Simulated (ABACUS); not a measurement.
# MgSe (Fm-3m) in ABACUS: tuning symmetry

Aim: find the choice of symmetry that runs MgSe fastest, at PBEsol. This setting moves, with any that are tied to it; all else stays.

Everything below comes from runs of ABACUS 3.10.1. Logs are shortened: lines on timing, memory, paths and dates and some standing lists are left out, and cuts for length are marked.

## (1) Starting point

It takes space group Fm-3m (No. 225, cubic). The conventional cell has a = 5.451 Å, b = 5.451 Å, c = 5.451 Å, α = 90.00°, β = 90.00°, γ = 90.00°. Around Se (site symmetry m-3m) lie 6 Mg at 2.73 Å. Mg (site symmetry m-3m) has 6 Se at 2.73 Å as nearest neighbours.

## (2) With symmetry 1

INPUT reads:

```
INPUT_PARAMETERS
suffix              MgSe
calculation         scf
basis_type          pw
pseudo_dir          ./
symmetry            1
dft_functional      pbesol
ecutwfc             40
pseudo_rcut         10
nspin               1
nbands              12
ks_solver           dav
smearing_method     mv
smearing_sigma      0.00734986
scf_thr             1e-08
scf_nmax            60
mixing_type         broyden
mixing_beta         0.7
cal_force           1
cal_stress          1
ecutrho             320
kpar                4
```

STRU reads:

```
ATOMIC_SPECIES
Se 78.9710 se_pbe_v1.uspp.F.UPF
Mg 24.3050 mg_pbe_v1.4.uspp.F.UPF

LATTICE_CONSTANT
1.8897261246

LATTICE_VECTORS
0.0000000000 2.7255000000 2.7255000000
2.7255000000 0.0000000000 2.7255000000
2.7255000000 2.7255000000 0.0000000000

ATOMIC_POSITIONS
Direct

Se
0.0
1
0.5000000000 0.5000000000 0.5000000000 1 1 1

Mg
0.0
1
0.0000000000 0.0000000000 0.0000000000 1 1 1
```

KPT reads:

```
K_POINTS
0
Gamma
4 4 4 0 0 0
```

Potentials or basis: GBRV ultrasoft 1.5 PBE, plane waves.

Launch:

```bash
$ OMP_NUM_THREADS=1 mpirun -np 4 abacus > log
```

running log:

```text
ABACUS v3.10.1

               Atomic-orbital Based Ab-initio Computation at UStc

 ------------------------------------------------------------------------------------

 READING GENERAL INFORMATION
                           global_out_dir = OUT.MgSe/
                           global_in_card = INPUT
                               pseudo_dir = ./
                              orbital_dir =
                                    DSIZE = 4
                                    GSIZE = 1

 READING UNITCELL INFORMATION
                                    ntype = 2
                  lattice constant (Bohr) = 1.88973
              lattice constant (Angstrom) = 1

 READING ATOM TYPE 1
                               atom label = Se
                      L=0, number of zeta = 1
                      L=1, number of zeta = 1
                      L=2, number of zeta = 1
             number of atom for this type = 1

 READING ATOM TYPE 2
                               atom label = Mg
                      L=0, number of zeta = 1
                      L=1, number of zeta = 1
                      L=2, number of zeta = 1
             number of atom for this type = 1

                        TOTAL ATOM NUMBER = 2
DIRECT COORDINATES
    atom                   x                   y                   z     mag                  vx                  vy                  vz
taud_Se1            0.5000000000        0.5000000000        0.5000000000  0.0000        0.0000000000        0.0000000000        0.0000000000
taud_Mg1            0.0000000000        0.0000000000        0.0000000000  0.0000        0.0000000000        0.0000000000        0.0000000000

                          Volume (Bohr^3) = 273.253
                             Volume (A^3) = 40.4919

 Lattice vectors: (Cartesian coordinate: in unit of a_0)
                   +0             +2.7255             +2.7255
              +2.7255                  +0             +2.7255
              +2.7255             +2.7255                  +0
 Reciprocal vectors: (Cartesian coordinate: in unit of 2 pi/a_0)
            -0.183453           +0.183453           +0.183453
            +0.183453           -0.183453           +0.183453
            +0.183453           +0.183453           -0.183453
 The esolver type has been set to : ksdft_pw

                PAO radial cut off (Bohr) = 10

 Read in pseudopotential file is se_pbe_v1.uspp.F.UPF
                     pseudopotential type = US
          exchange-correlation functional = PBE
                 nonlocal core correction = 1
                        valence electrons = 6
                                     lmax = 2
                           number of zeta = 2
                     number of projectors = 6
                           L of projector = 0
                           L of projector = 0
                           L of projector = 1
                           L of projector = 1
                           L of projector = 2
[... 179 lines left out ...]
 projector 6 L=2
 projector 7 L=2
      TOTAL NUMBER OF NONLOCAL PROJECTORS = 37

 Init Non-Local PseudoPotential table :
 Init Non-Local-Pseudopotential done.

                                     npwx = 1211

 Make real space PAO into reciprocal space.
       max mesh points in Pseudopotential = 713
     dq(describe PAO in reciprocal space) = 0.01
                                    max q = 763

 number of pseudo atomic orbitals for Se is 2
WARNING: norm of atomic wavefunction # 2 of atomic type Se is 0.999991, renormalized

 number of pseudo atomic orbitals for Mg is 3
WARNING: norm of atomic wavefunction # 3 of atomic type Mg is 0.999933, renormalized

 -------------------------------------------
 SELF-CONSISTENT
 -------------------------------------------
                                 init_chg = atomic

 PW ALGORITHM --------------- ION=   1  ELEC=   1--------------------------------

 Notice: Threshold on eigenvalues was too large.
 hsover_error=0.16 > DRHO=0.155354
 Origin diag ethr = 0.01
 New diag ethr = 0.000970962

 Density error is 0.155172388206
                          Error Threshold = 0.000970961525048
----------------------------------------------------------
     Energy           Rydberg                 eV
----------------------------------------------------------
 E_KohnSham     -168.4650199344      -2292.0841847919
 E_Harris       -172.5106744968      -2347.1281389804
 E_Fermi        0.4063557995         5.5287542881
----------------------------------------------------------
[... 51 lines left out ...]
 Density error is 9.44242421164e-09
                          Error Threshold = 5.50884609413e-10
----------------------------------------------------------
     Energy           Rydberg                 eV
----------------------------------------------------------
 E_KohnSham     -168.4969514619      -2292.5186355111
 E_KS(sigma->0) -168.4969514619      -2292.5186355111
 E_Harris       -168.4964206546      -2292.5114135079
 E_band         -25.0107710076       -340.2889970765
 E_one_elec     -101.4967620729      -1380.9342927424
 E_Hartree      52.3465636983        712.2115370174
 E_xc           -46.1192292553       -627.4843052408
 E_Ewald        -73.2275238320       -996.3115745453
 E_entropy(-TS) 0.0000000000         0.0000000000
 E_descf        0.0000000000         0.0000000000
 E_exx          0.0000000000         0.0000000000
 E_Fermi        0.5033322208         6.8481861894
----------------------------------------------------------

 charge density convergence is achieved
 final etot is -2292.5186355 eV
 EFERMI = 6.8481861894 eV

 STATE ENERGY(eV) AND OCCUPATIONS    NSPIN == 1
 1/2 kpoint (Cartesian) = 0.0000 0.0000 0.0000 (1211 pws)
       1       -68.9567      0.0312500
       2       -35.7188      0.0312500
       3       -35.7188      0.0312500
       4       -35.7188      0.0312500
       5       -6.80977      0.0312500
       6        6.17783      0.0312500
       7        6.17783      0.0312500
       8        6.17783      0.0312500
       9        8.64241        0.00000
      10        13.4890        0.00000
      11        13.4890        0.00000
      12        13.4890        0.00000

 2/2 kpoint (Cartesian) = 0.045863 0.045863 0.045863 (1176 pws)
       1       -68.9567       0.250000
       2       -35.7206       0.250000
       3       -35.7190       0.250000
       4       -35.7190       0.250000
       5       -6.31396       0.250000
       6        3.11113       0.250000
       7        5.85181       0.250000
       8        5.85181       0.250000
       9        10.1697        0.00000
      10        13.1731        0.00000
      11        13.1731        0.00000
      12        13.8631        0.00000

------------------------------------------------------------------------------------------
 TOTAL-FORCE (eV/Angstrom)
------------------------------------------------------------------------------------------
                       Se1         0.0000000000         0.0000000000         0.0000000000
                       Mg1         0.0000000000         0.0000000000         0.0000000000
------------------------------------------------------------------------------------------

----------------------------------------------------------------
 TOTAL-STRESS (KBAR)
----------------------------------------------------------------
         5.2594758739        -0.0000000000        -0.0000000000
         0.0000000000         5.2594758739         0.0000000000
         0.0000000000        -0.0000000000         5.2594758739
----------------------------------------------------------------
 TOTAL-PRESSURE: 5.259476 KBAR

 --------------------------------------------
 !FINAL_ETOT_IS -2292.5186355110931800 eV
 --------------------------------------------
```

stdout:

```text
ABACUS v3.10.1

               Atomic-orbital Based Ab-initio Computation at UStc

 dft_functional readin is: pbesol
 dft_functional in pseudopot file is: PBE
[... 37 lines left out ...]
 DA5     -2.29251864e+03  -6.75288678e-05   8.8142e-08   0.45
 DA6     -2.29251864e+03  -1.49280199e-07   9.4424e-09   0.41
----------------------------------------------------------------
 TOTAL-STRESS (KBAR)
----------------------------------------------------------------
         5.2594758739        -0.0000000000        -0.0000000000
         0.0000000000         5.2594758739         0.0000000000
         0.0000000000        -0.0000000000         5.2594758739
----------------------------------------------------------------
 TOTAL-PRESSURE: 5.259476 KBAR
```

Wall time 9.8 s (4 MPI ranks of Intel Xeon 6975P-C (Granite Rapids), shared host); peak memory 0.64 GiB.

What came out:

```
Free energy            : -2292.5186 eV
Pressure               : 0.5 GPa
Band gap on the k mesh : 1.72 eV, indirect (least direct gap 2.46 eV)
```

## (3) With symmetry 0

Changes to INPUT since step 2:

```diff
@@ -5,3 +5,3 @@
 pseudo_dir          ./
-symmetry            1
+symmetry            0
 dft_functional      pbesol
```

STRU is that of step 2.

KPT is that of step 2.

Potentials or basis: GBRV ultrasoft 1.5 PBE, plane waves.

Launch:

```bash
$ OMP_NUM_THREADS=1 mpirun -np 4 abacus > log
```

Run time: 12 s. Hardware: 4 MPI ranks of Intel Xeon 6975P-C (Granite Rapids), shared host; peak memory 0.64 GiB.

Results (log left out):

| Property | Result |
| --- | --- |
| Free energy | -2292.5186 eV |
| Pressure | 0.5 GPa |
| Band gap on the k mesh | 1.72 eV, indirect (least direct gap 2.46 eV) |

## (4) With symmetry -1

Changes to INPUT since step 3:

```diff
@@ -5,3 +5,3 @@
 pseudo_dir          ./
-symmetry            0
+symmetry            -1
 dft_functional      pbesol
```

STRU is that of step 3.

KPT is that of step 3.

Launch:

```bash
$ OMP_NUM_THREADS=1 mpirun -np 4 abacus > log
```

Wall time 13 s (4 MPI ranks of Intel Xeon 6975P-C (Granite Rapids), shared host); peak memory 0.64 GiB.

The run converged. Its results:

```
Free energy            : -2292.5186 eV
Pressure               : 0.5 GPa
Band gap on the k mesh : 1.72 eV, indirect (least direct gap 2.46 eV)
```

## (5) Summary

```tsv
symmetry	energy less the last converged row (meV/atom)	SCF cycles	wall time (s)
1	0.00	6	9.8
0	0.00	7	12
-1	0.00	7	13
```

Fastest here: 1 (9.8 s), level within noise with 0; slowest of those that converged: -1 (13 s). These are single runs, one after another on one machine, so differences under about a fifth mean little.

Caveats: all runs use coarse meshes; the potentials were made for another functional, which shifts forces and pressure.
